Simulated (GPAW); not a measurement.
Write an ASE script for GPAW 26.7.0 that does the following.

```
Task                : single point
Functional          : PBEsol
Potentials or basis : PAW data sets generated in the run's folder for this functional
Cutoff              : 600 eV
Basis               : pw
k mesh              : 8 × 8 × 8
Occupations         : fermi-dirac, width 0.05 eV
Spin                : no spin polarisation
Maxiter             : 150
```

SnSe:

```xyz
2
Lattice="0.0000 3.0100 3.0100 3.0100 0.0000 3.0100 3.0100 3.0100 0.0000" Properties=species:S:1:pos:R:3 pbc="T T T"
Sn    0.0000    0.0000    0.0000
Se    3.0100    3.0100    3.0100
```

Measurements of this composition are mostly on another form, of space group No. 62.

One way to write it, as run:

run.py

```python
from ase import Atoms
from ase.dft.bandgap import bandgap
from ase.io import write
from ase.units import GPa
from gpaw import GPAW, PW, setup_paths

setup_paths.insert(0, '.')

atoms = Atoms(['Sn', 'Se'],
              cell=[[0.0, 3.01, 3.01],
                    [3.01, 0.0, 3.01],
                    [3.01, 3.01, 0.0]],
              scaled_positions=[[0.0, 0.0, 0.0],
                                [0.5, 0.5, 0.5]],
              pbc=True)

calc = GPAW(mode=PW(600),
            xc='PBEsol',
            kpts={'size': (8, 8, 8), 'gamma': True},
            occupations={'name': 'fermi-dirac', 'width': 0.05},
            nbands=19,
            convergence={'density': 1e-05, 'energy': 1e-05},
            maxiter=150,
            txt='gpaw.txt')
atoms.calc = calc
energy = atoms.get_potential_energy()
forces = atoms.get_forces()
stress = atoms.get_stress()
calc.write('gs.gpw')
write('result.traj', atoms)
print(f'Energy: {energy:.6f} eV')
print('Forces (eV/A):')
print(forces.round(4))
print('Stress (GPa):', (stress / GPa).round(3))
print('Fermi level:', round(calc.get_fermi_level(), 4), 'eV')
print(f'Gap: {bandgap(calc)[0]:.4f} eV, direct: {bandgap(calc, direct=True)[0]:.4f} eV')
```

Potentials or basis: PAW data sets generated in the run's folder for this functional, pw.

Command:

```sh
$ gpaw-setup -f PBEsol Se Sn
$ OMP_NUM_THREADS=1 python run.py
```

Results of the run:

```yaml
Pressure: -2.1 GPa
Band_gap_on_the_k_mesh: 0.66 eV, direct
```

Caveat: spin-orbit coupling is left out, which moves the levels of the heavy elements.

It took 17 s on 1 thread of Arm Neoverse V2 (shared host), peak memory 0.16 GiB.
